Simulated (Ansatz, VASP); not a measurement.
**BAs: VASP beside Ansatz**

INCAR

```
ALGO = Fast
EDIFF = 1E-7
ENCUT = 520
GGA = PE
ISIF = 2
ISMEAR = 0
LASPH = True
LCHARG = True
LELF = True
LREAL = False
LVHAR = True
LWAVE = False
NBANDS = 11
NELM = 100
PREC = Accurate
SIGMA = 0.02
```

Contents of KPOINTS:

```
k-points
0
Gamma
  12 12 12
```

POSCAR

```
BAs
1.0
    0.0000000000      2.0749238742      2.0749238742
    2.0749238742      0.0000000000      2.0749238742
    2.0749238742      2.0749238742      0.0000000000
B As
1 1
Direct
    0.0000000000      0.0000000000      0.0000000000
    0.7500000000      0.7500000000      0.7500000000
```

Input for Ansatz:

```yaml
crystal:
  lattice:
    - [0.0, 2.0749238742, 2.0749238742]
    - [2.0749238742, 0.0, 2.0749238742]
    - [2.0749238742, 2.0749238742, 0.0]
  atoms:
    - { symbol: B, position: [0.0, 0.0, 0.0] }
    - { symbol: As, position: [0.75, 0.75, 0.75] }
basis:
  ecutwfc: 420
kpoints:
  mp_grid: { grid: [12, 12, 12] }
hamiltonian:
  xc: pbe
scf:
  occupations: { method: gaussian, width: 0.02 }
output:
  forces: true
  stress: true
  eigenvalues: true
```

Alike in both runs: task single point; functional PBE; k mesh 12 × 12 × 12; occupations gaussian, width 0.02 eV; no spin polarisation.

|  | VASP | Ansatz |
| --- | --- | --- |
| version | VASP 6.6.1 | Ansatz 0.2.0 |
| potentials or method | VASP PAW PBE potentials, release 64 (B, As) | scalar-relativistic, plane waves, PAW |
| plane-wave cutoff (eV) | 520 | 420 |
| valence electrons in the cell | 8 | 18 |

```tsv
	VASP	Ansatz	Ansatz less VASP
gap on the k mesh at the Fermi level (eV)	0.69	0.71	+0.015
least direct gap on the mesh (eV)	4.05	4.05	-0.008
pressure (GPa)	144.3	139.8	-4.55
```

The two sets of potentials don't hold the same shells in valence.

Caveats: the cell as given lies far from equilibrium; so large a pressure means that the cell lies far from this level's equilibrium, or that cutoff or potentials fall short (VASP). A k mesh can miss the band edges.
